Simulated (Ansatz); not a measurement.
# ZnSe (Stilleite) (F-43m) in Ansatz: convergence with wavefunction cutoff

Aim: find how far wavefunction cutoff must go before the results for ZnSe (Stilleite) settle, at PBE. This setting moves, with any that are tied to it; all else stays.

All numbers are computed with Ansatz 0.2.0; they aren't measurements. Logs are shortened: lines on timing, memory, paths and dates and some standing lists are left out, and cuts for length are marked.

## (1) The crystal as given

It takes space group F-43m (No. 216, cubic). The conventional cell has a = 5.668 Å, b = 5.668 Å, c = 5.668 Å, α = 90.00°, β = 90.00°, γ = 90.00°. Around Se (site symmetry -43m) lie 4 Zn at 2.45 Å. Zn (site symmetry -43m) is surrounded by 4 Se at 2.45 Å.

## (2) With wavefunction cutoff 400 eV

input.yaml reads:

```yaml
crystal:
  lattice:
    - [0.0, 2.8338, 2.8338]
    - [2.8338, 0.0, 2.8338]
    - [2.8338, 2.8338, 0.0]
  atoms:
    - { symbol: Se, position: [0.75, 0.75, 0.75] }
    - { symbol: Zn, position: [0.0, 0.0, 0.0] }
hamiltonian:
  xc: pbe
  pseudopotentials: { kind: nc_fr, accuracy: standard }
magnetization:
  noncollinear: true
  spin_orbit: true
kpoints:
  mp_grid: { grid: [7, 7, 7] }
scf:
  occupations: { method: gaussian, width: 0.05 }
output:
  forces: true
  stress: true
  eigenvalues: true
basis:
  ecutwfc: "400 eV"
```

Potentials or basis: PseudoDojo standard (PBE files).

Run with:

```bash
> ansatz run input.yaml --threads 2 --pin off --max-ram 5632MiB --backend cpu --events-out ev --progress --plain --runs-dir out
```

Wall time 7.8 s (2 threads of Intel Xeon at 2.50GHz (Skylake/Cascade Lake), shared host); peak memory 0.35 GiB.

What came out:

```
Free energy            : -8594.9912 eV
Pressure               : -18.2 GPa
Band gap on the k mesh : none (metal or under the smearing width)
```

## (3) With wavefunction cutoff 500 eV

input.yaml: that of step 2 with these lines changed.

```diff
@@ -23,2 +23,2 @@
 basis:
-  ecutwfc: "400 eV"
+  ecutwfc: "500 eV"
```

Potentials or basis: PseudoDojo standard (PBE files).

Run with:

```bash
> ansatz run input.yaml --threads 2 --pin off --max-ram 5632MiB --backend cpu --events-out ev --progress --plain --runs-dir out
```

Wall time 9.2 s (2 threads of Intel Xeon at 2.50GHz (Skylake/Cascade Lake), shared host); peak memory 0.4 GiB.

What came out:

| Property | Result |
| --- | --- |
| Free energy | -8824.9091 eV |
| Pressure | -2.0 GPa |
| Band gap on the k mesh | 0.27 eV, direct |

## (4) With wavefunction cutoff 600 eV

input.yaml: that of step 3 with these lines changed.

```diff
@@ -23,2 +23,2 @@
 basis:
-  ecutwfc: "500 eV"
+  ecutwfc: "600 eV"
```

Run with:

```bash
> ansatz run input.yaml --threads 2 --pin off --max-ram 5632MiB --backend cpu --events-out ev --progress --plain --runs-dir out
```

Wall time 10 s (2 threads of Intel Xeon at 2.50GHz (Skylake/Cascade Lake), shared host); peak memory 0.44 GiB.

Results:

| Item | Value |
| --- | --- |
| Free energy | -8931.3692 eV |
| Pressure | 2.3 GPa |
| Band gap on the k mesh | 0.82 eV, direct |

## (5) With wavefunction cutoff 700 eV

input.yaml: that of step 4 with these lines changed.

```diff
@@ -23,2 +23,2 @@
 basis:
-  ecutwfc: "600 eV"
+  ecutwfc: "700 eV"
```

Run with:

```bash
> ansatz run input.yaml --threads 2 --pin off --max-ram 5632MiB --backend cpu --events-out ev --progress --plain --runs-dir out
```

Wall time 13 s (2 threads of Intel Xeon at 2.50GHz (Skylake/Cascade Lake), shared host); peak memory 0.48 GiB.

Results:

```
Free energy            : -8972.2457 eV
Pressure               : 0.6 GPa
Band gap on the k mesh : 1.08 eV, direct
```

## (6) With wavefunction cutoff 850 eV

input.yaml: that of step 5 with these lines changed.

```diff
@@ -23,2 +23,2 @@
 basis:
-  ecutwfc: "700 eV"
+  ecutwfc: "850 eV"
```

Potentials or basis: PseudoDojo standard (PBE files).

Run with:

```bash
> ansatz run input.yaml --threads 2 --pin off --max-ram 5632MiB --backend cpu --events-out ev --progress --plain --runs-dir out
```

Run time: 15 s. Hardware: 2 threads of Intel Xeon at 2.50GHz (Skylake/Cascade Lake), shared host; peak memory 0.56 GiB.

The run converged. Its results:

- Free energy: -8986.2313 eV
- Pressure: 2.2 GPa
- Band gap on the k mesh: 1.16 eV, direct

## (7) With wavefunction cutoff 1000 eV

input.yaml: that of step 6 with these lines changed.

```diff
@@ -23,2 +23,2 @@
 basis:
-  ecutwfc: "850 eV"
+  ecutwfc: "1000 eV"
```

Run with:

```bash
> ansatz run input.yaml --threads 2 --pin off --max-ram 5632MiB --backend cpu --events-out ev --progress --plain --runs-dir out
```

It took 21 s on 2 threads of Intel Xeon at 2.50GHz (Skylake/Cascade Lake), shared host; peak memory 0.64 GiB.

It converged, with:

```yaml
Free_energy: -8987.4327 eV
Pressure: 2.2 GPa
Band_gap_on_the_k_mesh: 1.16 eV, direct
```

## (8) With wavefunction cutoff 1200 eV

input.yaml: that of step 7 with these lines changed.

```diff
@@ -23,2 +23,2 @@
 basis:
-  ecutwfc: "1000 eV"
+  ecutwfc: "1200 eV"
```

Run with:

```bash
> ansatz run input.yaml --threads 2 --pin off --max-ram 5632MiB --backend cpu --events-out ev --progress --plain --runs-dir out
```

Wall time 26 s (2 threads of Intel Xeon at 2.50GHz (Skylake/Cascade Lake), shared host); peak memory 0.74 GiB.

It converged, with:

| Quantity | Value |
| --- | --- |
| Free energy | -8987.4697 eV |
| Pressure | 2.2 GPa |
| Band gap on the k mesh | 1.16 eV, direct |

## (9) With wavefunction cutoff 1400 eV

input.yaml: that of step 8 with these lines changed.

```diff
@@ -23,2 +23,2 @@
 basis:
-  ecutwfc: "1200 eV"
+  ecutwfc: "1400 eV"
```

Potentials or basis: PseudoDojo standard (PBE files).

Run with:

```bash
> ansatz run input.yaml --threads 2 --pin off --max-ram 5632MiB --backend cpu --events-out ev --progress --plain --runs-dir out
```

It took 34 s on 2 threads of Intel Xeon at 2.50GHz (Skylake/Cascade Lake), shared host; peak memory 0.84 GiB.

The run converged. Its results:

```
Free energy            : -8987.4701 eV
Pressure               : 2.2 GPa
Band gap on the k mesh : 1.16 eV, direct
```

## (10) With wavefunction cutoff 1700 eV

input.yaml: that of step 9 with these lines changed.

```diff
@@ -23,2 +23,2 @@
 basis:
-  ecutwfc: "1400 eV"
+  ecutwfc: "1700 eV"
```

Potentials or basis: PseudoDojo standard (PBE files).

Run with:

```bash
> ansatz run input.yaml --threads 2 --pin off --max-ram 5632MiB --backend cpu --events-out ev --progress --plain --runs-dir out
```

The program printed:

```text
Warning: RAYON_NUM_THREADS=2 ignored (pool sized by the plan → 2); use --threads N
Engine: ansatz 0.2.0, x86_64-unknown-linux-gnu
Pseudopotentials: kind: nc_fr
Pseudopotential: Se, nc_fr, valence charge 16, recommended cutoff 1170.089609 eV (normal), Se.nc_fr.azcp (PseudoDojo's, or run here from an input of PseudoDojo's; its table is named by hamiltonian.pseudopotentials.accuracy)
Pseudopotential: Zn, nc_fr, valence charge 20, recommended cutoff 1142.878222 eV (normal), Zn.nc_fr.azcp (PseudoDojo's, or run here from an input of PseudoDojo's; its table is named by hamiltonian.pseudopotentials.accuracy)
Functional definition: PBE
  parameter kappa = 0.804
  parameter beta = 0.06672455060314922
  exchange = pbe_x(kappa = kappa, mu = beta*pi^2/3)
  correlation = pbe_c(beta = beta)
non-collinear run that drives no moment, with spin-orbit: no starting moment large enough to seed its density (crystal.atoms[].spin), no starting occupations that ask for one, no magnetisation constraint and no magnetic field, so the semilocal B_xc is pinned to zero
Crystal: 2 atoms, lattice volume = 45.513 Å³
Basis set: ecut = 1700 eV, 7343 PW (Γ), exchange–correlation on 108×108×108 points (8 copies of the dense FFT grid, shifted against one another)
Bands: 44, of which v1, the nominal top of the filled ones, is band 36 counted from 1 (35 counted from 0)
Symmetry: 24 space group operations + 24 with time reversal
Magnetic group: BNS 216.75 (UNI 1577), of the structure as read, at distance tolerance 3.6e-5 Å
k-points: 20 of 343 (time reversal used)
Projection manifold: j_resolved (fully-relativistic pseudo-atomic orbitals)
Non-local potential: Se, projectors of the file, l = 0: 2, l = 1: 4, l = 2: 4
Non-local potential: Zn, projectors of the file, l = 0: 2, l = 1: 4, l = 2: 4
Initial density: superposition of atomic densities (chi_scale 0.1, normalization cell, long waves kept (reshape's long-wave potential 0.00 eV rms))
Initial wavefunctions: pseudopotential atomic-orbital guess
Functional: x = pbe(κ = 0.804, μ = 0.2195149727645171), c = pbe(β = 0.06672455060314922)
SCF iter   1: F=—  HF=-8988.649698 eV  |F-HF|=—  |Δ(HF+E_count)|=         —  Δρ=9.42e-2  dr2=3.10e0  dr2_m=0.00e0 (ungated)  ethr=3.10e-3  |M|=0.00e0 ∫|m|=0.00e0 μB  |m|>n=0.0e0 m-floor=0.0e0 τ_xc=0.0e0  β_m=0.30  ⟨swp⟩=10.1  Hψ=4842  notcnv=0  defer=1
preconditioner: auto → none  [insulator: Δε(μ)=0.744 eV  Ē_g=13.216 eV  σ=0.050 eV  W_gap=1.00  n_scr=14 (ndim 8)  ℏωp=23.4 eV  f_vac=0.130  D(μ)=0.00/eV (n_scr^D=0)  ε∞_Penn≈4.1]
SCF iter   2: F=—  HF=-8987.569020 eV  |F-HF|=—  |Δ(HF+E_count)|=    1.08e0  Δρ=3.17e-2  dr2=2.88e-1  dr2_m=0.00e0 (ungated)  ethr=3.10e-3  |M|=0.00e0 ∫|m|=0.00e0 μB  |m|>n=0.0e0 m-floor=0.0e0 τ_xc=0.0e0  β_m=0.36  ⟨swp⟩=4.0  Hψ=1922  notcnv=0  defer=70
SCF iter   3: F=—  HF=-8987.476307 eV  |F-HF|=—  |Δ(HF+E_count)|=   9.27e-2  Δρ=1.21e-2  dr2=3.15e-2  dr2_m=0.00e0 (ungated)  ethr=7.99e-4  |M|=0.00e0 ∫|m|=0.00e0 μB  |m|>n=0.0e0 m-floor=0.0e0 τ_xc=0.0e0  β_m=0.59  ⟨swp⟩=3.8  Hψ=1644  notcnv=0  defer=70
SCF iter   4: F=—  HF=-8987.470862 eV  |F-HF|=—  |Δ(HF+E_count)|=   5.45e-3  Δρ=1.82e-3  dr2=8.96e-4  dr2_m=0.00e0 (ungated)  ethr=8.75e-5  |M|=0.00e0 ∫|m|=0.00e0 μB  |m|>n=0.0e0 m-floor=0.0e0 τ_xc=0.0e0  β_m=0.58  ⟨swp⟩=2.4  Hψ=1510  notcnv=0  defer=70
SCF iter   5: F=—  HF=-8987.470682 eV  |F-HF|=—  |Δ(HF+E_count)|=   1.79e-4  Δρ=5.12e-4  dr2=2.32e-5  dr2_m=0.00e0 (ungated)  ethr=2.49e-6  |M|=0.00e0 ∫|m|=0.00e0 μB  |m|>n=0.0e0 m-floor=0.0e0 τ_xc=0.0e0  β_m=0.69  ⟨swp⟩=2.0  Hψ=1290  notcnv=0  defer=70
SCF iter   6: F=—  HF=-8987.470584 eV  |F-HF|=—  |Δ(HF+E_count)|=   9.86e-5  Δρ=6.12e-5  dr2=1.24e-6  dr2_m=0.00e0 (ungated)  ethr=6.45e-8  |M|=0.00e0 ∫|m|=0.00e0 μB  |m|>n=0.0e0 m-floor=0.0e0 τ_xc=0.0e0  β_m=0.76  ⟨swp⟩=2.1  Hψ=1346  notcnv=0  defer=70
SCF iter   7: F=-8987.470584 eV  HF=-8987.470584 eV  |F-HF|=1.74e-8  |Δ(HF+E_count)|=   2.33e-7  Δρ=6.76e-6  dr2=1.01e-8  dr2_m=0.00e0 (ungated)  ethr=2.78e-10  |M|=0.00e0 ∫|m|=0.00e0 μB  |m|>n=0.0e0 m-floor=0.0e0 τ_xc=0.0e0  ⟨swp⟩=12.9  Hψ=4222  notcnv=0
SCF 1 converged in 7 iterations: F = -8987.470584 eV  dr2 = 1.01e-8
SCF converged after 7 iterations
Magnetization: |M| = 0.0000 μB,  M = (+0.0000, +0.0000, +0.0000) μB
Absolute magnetization: 0.0000 μB (∫|m|)
  site 0: m = (+0.0000, +0.0000, +0.0000) μB, |m| = 0.0000 μB  (R = 1.01 Å)
  site 1: m = (+0.0000, +0.0000, +0.0000) μB, |m| = 0.0000 μB  (R = 1.01 Å)
Free energy (F): -8987.470584 eV
Harris-Foulkes:  -8987.470584 eV  (|F-HF|=1.74e-8)
Internal energy: -8987.470584 eV  (E = F + TS)
E sigma→0 (E₀):  -8987.470584 eV
Fermi energy:    9.096977 eV
--- Per-component energies (eV) ---
  E_band       = -996.507908
  E_kinetic    = 4647.534743
  E_local      = -8537.892119  (includes V_loc(G=0)·N_el)
  E_nonlocal   = -2753.959644
  E_hartree    = 3400.087801
  E_xc         = -1270.463226
  E_vxc        = -1152.359883  (∫ρ·V_xc dr)
  E_ewald      = -4472.778139
  E_smearing   = -0.000000  (= −TS)
  E_closure    = 0.000000  (closes the sum)
  Σ components = -8987.470584   (vs F -8987.470584, Δ=0.00e0)
--- Forces (eV/Å), atoms counted from 1 ---
  atom   1  Se     0.00000000     0.00000000     0.00000000
  atom   2  Zn    -0.00000000     0.00000000    -0.00000000
  max |Σ_I F_I| component: 5.55e-17 eV/Å
--- Stress (GPa, compression-positive) ---
        2.168876       0.000000      -0.000000
        0.000000       2.168876       0.000000
        0.000000       0.000000       2.168876
  P = ⅓ Tr σ = 2.1689 GPa (21.689 kbar)
--- Band table (eV; the first three rows and the last of 20) ---
  k-point 0: bands = ["-116.8156", "-116.8156", "-73.0533", "-73.0533", "-69.9886", "-69.9886", "-69.9886", "-69.9886", "-39.0394", "-39.0394", "-39.0394", "-39.0394", "-38.1475", "-38.1475", "-38.1446", "-38.1446", "-38.1446", "-38.1446", "-4.8691", "-4.8691", "1.7358", "1.7358", "1.7358", "1.7358", "1.9567", "1.9567", "2.2732", "2.2732", "2.2732", "2.2732", "8.1319", "8.1319", "8.5139", "8.5139", "8.5139", "8.5139", "9.6785", "9.6785", "14.1038", "14.1038", "14.2498", "14.2498", "14.2498", "14.2498"]
  k-point 1: bands = ["-116.8156", "-116.8156", "-73.0533", "-73.0533", "-69.9886", "-69.9886", "-69.9886", "-69.9886", "-39.0394", "-39.0394", "-39.0394", "-39.0394", "-38.1475", "-38.1475", "-38.1446", "-38.1446", "-38.1445", "-38.1445", "-4.7390", "-4.7390", "1.7333", "1.7547", "1.7547", "1.7612", "1.9742", "1.9742", "2.2641", "2.2650", "2.2650", "2.2978", "6.8077", "6.8077", "8.0789", "8.0789", "8.3119", "8.3227", "10.7994", "10.7994", "14.1742", "14.1742", "14.4713", "14.4713", "14.5684", "14.5707"]
  k-point 2: bands = ["-116.8156", "-116.8156", "-73.0533", "-73.0533", "-69.9886", "-69.9886", "-69.9886", "-69.9886", "-39.0394", "-39.0394", "-39.0393", "-39.0393", "-38.1474", "-38.1474", "-38.1446", "-38.1446", "-38.1445", "-38.1444", "-4.4188", "-4.4188", "1.7500", "1.7857", "1.8390", "1.8390", "2.0276", "2.0276", "2.2583", "2.2583", "2.2840", "2.3273", "4.8893", "4.8893", "7.7007", "7.7007", "7.9293", "7.9423", "11.1252", "11.1252", "14.8282", "14.8282", "14.9162", "14.9185", "15.3763", "15.3763"]
  k-point 19: bands = ["-116.8156", "-116.8156", "-73.0534", "-73.0534", "-69.9886", "-69.9886", "-69.9886", "-69.9886", "-39.0393", "-39.0393", "-39.0393", "-39.0392", "-38.1474", "-38.1473", "-38.1445", "-38.1445", "-38.1444", "-38.1444", "-3.8312", "-3.8287", "1.8173", "1.8763", "1.9470", "2.0811", "2.1128", "2.1914", "2.2921", "2.3316", "2.5139", "2.5918", "3.6441", "3.7655", "5.2952", "5.4235", "6.2207", "6.2715", "12.9760", "13.0357", "14.2269", "14.3585", "15.6937", "15.7347", "16.6652", "16.7028"]
```

Run time: 40 s. Hardware: 2 threads of Intel Xeon at 2.50GHz (Skylake/Cascade Lake), shared host; peak memory 1 GiB.

Results:

```
Free energy            : -8987.4706 eV
Pressure               : 2.2 GPa
Band gap on the k mesh : 1.16 eV, direct
```

## (11) Result

```
wavefunction cutoff  energy less the tightest run, at zero smearing (meV/atom)  pressure (GPa)  gap on the mesh (eV)  SCF cycles  CPU time (s)  peak memory (GiB)
             400 eV                                                  196239.74          -18.21                 0.000           9            14               0.35
             500 eV                                                   81280.73           -1.95                 0.275           8            16                0.4
             600 eV                                                   28050.72            2.27                 0.822           8            18               0.44
             700 eV                                                    7612.46            0.62                 1.079           8            23               0.48
             850 eV                                                     619.66            2.21                 1.160           7            27               0.56
            1000 eV                                                      18.96            2.15                 1.165           7            38               0.64
            1200 eV                                                       0.45            2.17                 1.165           7            49               0.74
            1400 eV                                                       0.24            2.17                 1.165           7            63               0.84
            1700 eV                                                       0.00            2.17                 1.165           7            78                  1
```

Against the tightest run, the energy stays within 1 meV/atom from 1200 eV on; the pressure stays within 0.1 GPa from 850 eV on; the gap on the mesh stays within 0.01 eV from 850 eV on. The tightest run that finished is the yardstick and may itself not be fully converged.

Caveats: odd divisions of the mesh miss points on the zone boundary, where band edges often lie, so the gap on the mesh can be too wide.
